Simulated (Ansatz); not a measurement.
# HfO2 (Fm-3m) in Ansatz: reference runs

How does HfO2 come out in PBEsol? The cell is run as given and disturbed.

Program: Ansatz 0.2.0. These are calculated values, not measurements. Logs are shortened: lines on timing, memory, paths and dates and some standing lists are left out, and cuts for length are marked.

**1. The crystal as given**

The structure is cubic, space group Fm-3m (No. 225). Conventional cell: a = 5.115 Å, b = 5.115 Å, c = 5.115 Å, α = 90.00°, β = 90.00°, γ = 90.00°. Around Hf (site symmetry m-3m) lie 8 O at 2.21 Å. O (site symmetry -43m) is surrounded by 4 Hf at 2.21 Å.

Measurements of this composition are mostly on another form, of space group No. 14.

**2. Single point, PBEsol**

The input, input.yaml:

```yaml
crystal:
  lattice:
    - [0.0, 2.5575, 2.5575]
    - [2.5575, 0.0, 2.5575]
    - [2.5575, 2.5575, 0.0]
  atoms:
    - { symbol: Hf, position: [0.0, 0.0, 0.0] }
    - { symbol: O, position: [0.75, 0.75, 0.75] }
    - { symbol: O, position: [0.25, 0.25, 0.25] }
kpoints:
  mp_grid: { grid: [9, 9, 9] }
scf:
  occupations: { method: fermi_dirac, width: 0.05 }
hamiltonian:
  xc: pbesol
  pseudopotentials: { kind: all_electron, lapw: { basis_error: 0.001 } }
output:
  forces: true
  stress: true
  eigenvalues: true
  populations: true
```

Potentials or basis: all-electron LAPW, scalar-relativistic.

Command:

```sh
> ansatz run input.yaml --threads 2 --pin off --max-ram 8192MiB --backend cpu --events-out ev --progress --plain --runs-dir out
```

Output:

```text
Warning: RAYON_NUM_THREADS=2 ignored (pool sized by the plan → 2); use --threads N
Hf: projections on atomic orbitals take those of the free atom 1s2 2s2 2p6 3s2 3p6 3d10 4s2 4p6 4d10 4f14 5s2 5p6 5d2 6s2, of charge +0.00 (hamiltonian.pseudopotentials.projection_atoms)
O: projections on atomic orbitals take those of the free atom 1s2 2s2 2p4, of charge +0.00 (hamiltonian.pseudopotentials.projection_atoms)
LAPW: plane waves up to 9.872 Å⁻¹, error target 1.0e-3 eV per atom; small_component_spin mean_spin; O in spheres of 0.952 Å, 8 of its electrons in bands, Dirac shells []; Hf in spheres of 1.263 Å, 42 of its electrons in bands, Dirac shells [] (how accurate: hamiltonian.pseudopotentials.lapw.basis_error, Limitations)
Engine: ansatz 0.2.0, x86_64-unknown-linux-gnu
Pseudopotentials: kind: all_electron
Pseudopotential: Hf, LAPW, valence charge 42, lapw/all_electron/scalar/gaussian/Hf, Koelling and Harmon's equation, gaussian nucleus
Pseudopotential: O, LAPW, valence charge 8, lapw/all_electron/scalar/gaussian/O, Koelling and Harmon's equation, gaussian nucleus
Functional definition: PBEsol
  exchange = pbesol_x
  correlation = pbesol_c
Crystal: 3 atoms, lattice volume = 33.456 Å³
Basis set: ecut = 371.3369687765785 eV, 537 PW (Γ), exchange–correlation at level 2
Bands: 35, of which v1, the nominal top of the filled ones, is band 29 counted from 1 (28 counted from 0)
Symmetry: 48 space group operations
Space group: Fm-3m (ITA 225), of the structure as read, at distance tolerance 3.2e-5 Å
k-points: 35 of 729
Non-local potential: Hf, projectors of the file, none
Non-local potential: O, projectors of the file, none
Initial density: superposition of atomic densities (chi_scale 0.1, normalization cell, long waves kept (reshape's long-wave potential 0.00 eV rms))
Initial wavefunctions: plane waves of lowest kinetic energy (no species holds an atomic orbital)
Functional: x = pbesol(κ = 0.804, μ = 0.12345679012345678), c = pbesol(β = 0.046)
iter 1 solved again at ethr=1.24e-2 eV; its pass at ethr=1.00e-1 eV (dr2=7.18e0 eV) is discarded
SCF iter   1: F=—  HF=-414219.778857 eV  |F-HF|=—  |Δ(HF+E_count)|=         —  Δρ=1.36e-1  dr2=7.18e0  ethr=1.24e-2  ⟨swp⟩=2.0  Hψ=7562  notcnv=0
preconditioner: auto → none  [insulator: Δε(μ)=6.783 eV  Ē_g=19.349 eV  σ=0.050 eV  W_gap=1.00  n_scr=14 (ndim 8)  ℏωp=38.5 eV  f_vac=0.049  D(μ)=0.00/eV (n_scr^D=0)  ε∞_Penn≈5.0]
SCF iter   2: F=—  HF=-414217.256716 eV  |F-HF|=—  |Δ(HF+E_count)|=    2.52e0  Δρ=6.18e-2  dr2=1.20e0  ethr=1.24e-2  ⟨swp⟩=3.0  Hψ=3698  notcnv=0
SCF iter   3: F=—  HF=-414215.889216 eV  |F-HF|=—  |Δ(HF+E_count)|=    1.37e0  Δρ=2.36e-2  dr2=2.18e-1  ethr=2.07e-3  ⟨swp⟩=3.0  Hψ=4048  notcnv=0
iter 4 solved again at ethr=8.51e-6 eV; its pass at ethr=3.77e-4 eV (dr2=4.93e-3 eV) is discarded
SCF iter   4: F=—  HF=-414215.864447 eV  |F-HF|=—  |Δ(HF+E_count)|=         —  Δρ=3.66e-3  dr2=4.93e-3  ethr=8.51e-6  ⟨swp⟩=2.0  Hψ=6370  notcnv=0
the basis was enlarged: its passes take 367.5 KiB over the memory plan, 2 of 2 planned eigensolver slots
SCF iter   5: F=—  HF=-414215.842661 eV  |F-HF|=—  |Δ(HF+E_count)|=   2.18e-2  Δρ=4.72e-3  dr2=9.54e-3  ethr=8.51e-6  ⟨swp⟩=2.0  Hψ=3675  notcnv=0
SCF iter   6: F=—  HF=-414215.838870 eV  |F-HF|=—  |Δ(HF+E_count)|=   3.79e-3  Δρ=2.19e-3  dr2=2.04e-3  ethr=8.51e-6  ⟨swp⟩=2.0  Hψ=3675  notcnv=0
SCF iter   7: F=—  HF=-414215.837675 eV  |F-HF|=—  |Δ(HF+E_count)|=   1.19e-3  Δρ=1.03e-4  dr2=1.91e-6  ethr=3.52e-6  ⟨swp⟩=2.0  Hψ=3675  notcnv=0
SCF iter   8: F=—  HF=-414215.837678 eV  |F-HF|=—  |Δ(HF+E_count)|=   2.54e-6  Δρ=4.44e-5  dr2=8.73e-7  ethr=3.30e-9  ⟨swp⟩=3.0  Hψ=3882  notcnv=0
SCF iter   9: F=-414215.837678 eV  HF=-414215.837678 eV  |F-HF|=6.09e-8  |Δ(HF+E_count)|=   2.30e-7  Δρ=1.09e-5  dr2=5.32e-8  ethr=1.51e-9  ⟨swp⟩=2.0  Hψ=3675  notcnv=0
SCF 1 converged in 9 iterations: F = -414215.837678 eV  dr2 = 5.32e-8
SCF converged after 9 iterations
Free energy (F): -414215.837678 eV
Harris-Foulkes:  -414215.837678 eV  (|F-HF|=6.09e-8)
Internal energy: -414215.837678 eV  (E = F + TS)
E sigma→0 (E₀):  -414215.837678 eV
Fermi energy:    17.433128 eV
--- Per-component energies (eV) ---
  E_band       = -5897.096931
  E_kinetic    = 460376.012499
  E_xc         = -8744.022380
  E_electrostatic = -865847.827796  (all electrons and nuclei)
  E_smearing   = -0.000000  (= −TS)
  E_closure    = 0.000000  (closes the sum)
  E_atoms      = -414187.077045  (free atoms, spherical and without spin; not in F)
  Σ components = -414215.837678   (vs F -414215.837678, Δ=0.00e0)
  Basis errors (estimates in eV, not in F): energy 3.7e-4 per atom: plane waves 3.3e-4 (1.9e-4 summed), levels above the bands 1.6e-87, relativity 5.3e-8, radial functions 4.1e-5, core shells 1.2e-6; eigenvalues (radial functions only) 3.9e-6; not estimated: angular momenta, meshes, grids; target (lapw.basis_error) 1.0e-3; muffin-tin radii O 0.952 Å, Hf 1.263 Å
--- Forces (eV/Å), atoms counted from 1 ---
  atom   1  Hf     0.00000000     0.00000000     0.00000000
  atom   2  O      0.00000000     0.00000000    -0.00000000
  atom   3  O     -0.00000000     0.00000000     0.00000000
  max |Σ_I F_I| component: 8.10e-18 eV/Å
--- Stress (GPa, compression-positive) ---
      -10.181764      -0.000000       0.000000
       -0.000000     -10.181764       0.000000
        0.000000       0.000000     -10.181764
  P = ⅓ Tr σ = -10.1818 GPa (-101.818 kbar)
--- Band table (eV; the first three rows and the last of 35) ---
  k-point 0: bands = ["-486.7800", "-486.7800", "-356.5707", "-356.5707", "-356.5707", "-184.6830", "-184.6830", "-184.6582", "-184.6582", "-184.6582", "-45.4774", "-14.0117", "-14.0117", "-14.0117", "-2.9387", "-0.1437", "4.5849", "4.5849", "4.5849", "4.6466", "4.6466", "4.6466", "4.8476", "10.3373", "10.3373", "10.3373", "15.0103", "15.0103", "15.0103", "19.3405", "19.3405", "21.0108", "25.7199", "25.7199", "25.7199"]
  k-point 1: bands = ["-486.7800", "-486.7800", "-356.5707", "-356.5707", "-356.5707", "-184.6830", "-184.6830", "-184.6582", "-184.6582", "-184.6582", "-45.4760", "-14.0611", "-14.0171", "-14.0171", "-2.7814", "-0.2542", "4.5872", "4.5872", "4.5877", "4.6424", "4.6424", "4.6467", "4.8125", "10.4568", "10.4568", "10.6698", "14.6285", "14.7792", "14.7792", "19.5712", "19.5712", "21.5179", "25.1549", "25.5109", "25.5109"]
  k-point 2: bands = ["-486.7800", "-486.7800", "-356.5707", "-356.5707", "-356.5707", "-184.6830", "-184.6830", "-184.6582", "-184.6582", "-184.6582", "-45.4723", "-14.1826", "-14.0308", "-14.0308", "-2.3855", "-0.5041", "4.5925", "4.5925", "4.5968", "4.6333", "4.6333", "4.6470", "4.7433", "10.7639", "10.7639", "11.4793", "13.8264", "14.3171", "14.3171", "19.9706", "19.9706", "22.2882", "24.4546", "25.0957", "25.0957"]
  k-point 34: bands = ["-486.7800", "-486.7800", "-356.5707", "-356.5707", "-356.5707", "-184.6830", "-184.6830", "-184.6582", "-184.6582", "-184.6582", "-45.4614", "-14.3096", "-14.2491", "-14.1206", "-1.0781", "-1.0735", "4.6076", "4.6120", "4.6146", "4.6178", "4.6208", "4.6342", "4.6406", "10.3084", "10.7453", "12.7949", "13.2098", "14.2769", "15.2741", "20.1630", "20.5813", "22.4266", "22.6031", "23.7186", "27.7564"]
--- Löwdin populations: 3 sites ---
  site symbol       q [e]
     0     Hf     70.5565
     1      O      8.6727
     2      O      8.6727
  spilling = 0.001115 (of n_electrons = 88.000000)
```

Wall time 5.2 s (2 threads of Intel Xeon 6975P-C (Granite Rapids), shared host); peak memory 0.39 GiB.

Results:

```yaml
Free_energy: -414215.8377 eV
Pressure: -10.2 GPa
Band_gap_on_the_k_mesh: 3.69 eV, indirect (least direct gap 3.81 eV)
Loewdin_charges: Hf +1.44; O -0.67 e
```

Caveat: spin-orbit coupling is left out, which moves the levels of the heavy elements; an odd mesh through Γ misses points on the zone boundary, where band edges often lie.

**3. Single point, PBEsol (atoms moved at random, drawn with an rms of 0.05 Å)**

Edit input.yaml of step 2 so:

```diff
@@ -6,5 +6,5 @@
   atoms:
-    - { symbol: Hf, position: [0.0, 0.0, 0.0] }
-    - { symbol: O, position: [0.75, 0.75, 0.75] }
-    - { symbol: O, position: [0.25, 0.25, 0.25] }
+    - { symbol: Hf, position: [0.009026, 0.000776, -0.015243] }
+    - { symbol: O, position: [0.746437, 0.748737, 0.757242] }
+    - { symbol: O, position: [0.251091, 0.240087, 0.250043] }
 kpoints:
```

Potentials or basis: all-electron LAPW, scalar-relativistic.

Command:

```sh
> ansatz run input.yaml --threads 2 --pin off --max-ram 8192MiB --backend cpu --events-out ev --progress --plain --runs-dir out
```

Output:

```text
Warning: RAYON_NUM_THREADS=2 ignored (pool sized by the plan → 2); use --threads N
Hf: projections on atomic orbitals take those of the free atom 1s2 2s2 2p6 3s2 3p6 3d10 4s2 4p6 4d10 4f14 5s2 5p6 5d2 6s2, of charge +0.00 (hamiltonian.pseudopotentials.projection_atoms)
O: projections on atomic orbitals take those of the free atom 1s2 2s2 2p4, of charge +0.00 (hamiltonian.pseudopotentials.projection_atoms)
LAPW: plane waves up to 10.106 Å⁻¹, error target 1.0e-3 eV per atom; small_component_spin mean_spin; O in spheres of 0.930 Å, 8 of its electrons in bands, Dirac shells []; Hf in spheres of 1.240 Å, 44 of its electrons in bands, Dirac shells [] (how accurate: hamiltonian.pseudopotentials.lapw.basis_error, Limitations)
[... 2 set-up lines as earlier in the session ...]
Pseudopotential: Hf, LAPW, valence charge 44, lapw/all_electron/scalar/gaussian/Hf, Koelling and Harmon's equation, gaussian nucleus
[... 2 set-up lines as earlier in the session ...]
[... 44 lines left out ...]
--- Forces (eV/Å), atoms counted from 1 ---
  atom   1  Hf     0.12015576     0.05695095    -0.14015770
  atom   2  O     -0.39647657    -0.06285528    -0.03411510
  atom   3  O      0.27633357     0.00591680     0.17424815
  max |Σ_I F_I| component: 2.46e-5 eV/Å
--- Stress (GPa, compression-positive) ---
       -9.694402       0.383586      -0.041063
        0.383586      -9.843245       0.941984
       -0.041063       0.941984      -9.814412
  P = ⅓ Tr σ = -9.7840 GPa (-97.840 kbar)
--- Band table (eV; the first three rows and the last of 365) ---
  k-point 0: bands = ["-489.6651", "-486.7823", "-486.7821", "-356.5663", "-356.5625", "-356.5579", "-184.6748", "-184.6742", "-184.6532", "-184.6494", "-184.6461", "-45.4696", "-14.0130", "-14.0074", "-14.0011", "-2.9424", "-0.1555", "4.5922", "4.5934", "4.5946", "4.6497", "4.6553", "4.6599", "4.8553", "10.2894", "10.3416", "10.3914", "14.9663", "14.9975", "15.0065", "19.3644", "19.3901", "20.9975", "25.5644", "25.6947", "25.8524"]
  k-point 1: bands = ["-489.6651", "-486.7823", "-486.7821", "-356.5663", "-356.5625", "-356.5579", "-184.6748", "-184.6742", "-184.6532", "-184.6494", "-184.6461", "-45.4682", "-14.0608", "-14.0136", "-14.0068", "-2.7884", "-0.2629", "4.5946", "4.5959", "4.5973", "4.6457", "4.6522", "4.6589", "4.8213", "10.4093", "10.4646", "10.7054", "14.6162", "14.7566", "14.7796", "19.5862", "19.6081", "21.5144", "25.0360", "25.4737", "25.6487"]
  k-point 2: bands = ["-489.6651", "-486.7823", "-486.7821", "-356.5663", "-356.5625", "-356.5579", "-184.6748", "-184.6742", "-184.6532", "-184.6494", "-184.6461", "-45.4646", "-14.1809", "-14.0271", "-14.0207", "-2.4025", "-0.5041", "4.5999", "4.6015", "4.6056", "4.6367", "4.6434", "4.6586", "4.7544", "10.7201", "10.7476", "11.4931", "13.8353", "14.3191", "14.3279", "19.9493", "20.0074", "22.3183", "24.3208", "25.0970", "25.2467"]
  k-point 364: bands = ["-489.6651", "-486.7823", "-486.7821", "-356.5663", "-356.5625", "-356.5579", "-184.6748", "-184.6742", "-184.6532", "-184.6494", "-184.6461", "-45.4567", "-14.3902", "-14.0887", "-14.0636", "-1.6126", "-0.8154", "4.6033", "4.6056", "4.6259", "4.6338", "4.6378", "4.6504", "4.6676", "11.1483", "11.4967", "12.0393", "13.3948", "13.6561", "14.0615", "19.9220", "20.3336", "22.2960", "23.9930", "24.4574", "25.2158"]
--- Löwdin populations: 3 sites ---
  site symbol       q [e]
     0     Hf     70.5591
     1      O      8.6712
     2      O      8.6717
  spilling = 0.001114 (of n_electrons = 88.000000)
```

populations.tsv:

```text
# site	symbol	l	j	q
# orbitals = lowdin
# n_electrons = 88.000000
# spilling = 0.001114
# projection_atom_Hf: 1s2 2s2 2p6 3s2 3p6 3d10 4s2 4p6 4d10 4f14 5s2 5p6 5d2 6s2
# projection_atom_O: 1s2 2s2 2p4
0	Hf	0_1S	-	2.000000
0	Hf	0_2S	-	1.999988
0	Hf	0_3S	-	1.999852
0	Hf	0_4S	-	1.998435
0	Hf	0_5S	-	1.971197
0	Hf	0_6S	-	0.452588
0	Hf	1_2P	-	6.000000
0	Hf	1_3P	-	5.999998
0	Hf	1_4P	-	5.999909
0	Hf	1_5P	-	5.988277
0	Hf	2_3D	-	9.999999
0	Hf	2_4D	-	9.999959
0	Hf	2_5D	-	2.149948
0	Hf	3_4F	-	13.998920
1	O	0_1S	-	1.997746
1	O	0_2S	-	1.702261
1	O	1_2P	-	4.971217
2	O	0_1S	-	1.997750
2	O	0_2S	-	1.702504
2	O	1_2P	-	4.971423
```

It took 75 s on 2 threads of Intel Xeon 6975P-C (Granite Rapids), shared host; peak memory 1.3 GiB.

Results:

```
Free energy            : -414215.8245 eV
Pressure               : -9.8 GPa
Largest force          : 0.403 eV/Å
Band gap on the k mesh : 3.69 eV, indirect (least direct gap 3.81 eV)
Loewdin charges        : Hf +1.44; O -0.67 e
```

Forces on the atoms (eV/Å):
```
Hf   0.120  0.057 -0.140
O   -0.396 -0.063 -0.034
O    0.276  0.006  0.174
```

Caveat: spin-orbit coupling is left out, which moves the levels of the heavy elements; an odd mesh through Γ misses points on the zone boundary, where band edges often lie.
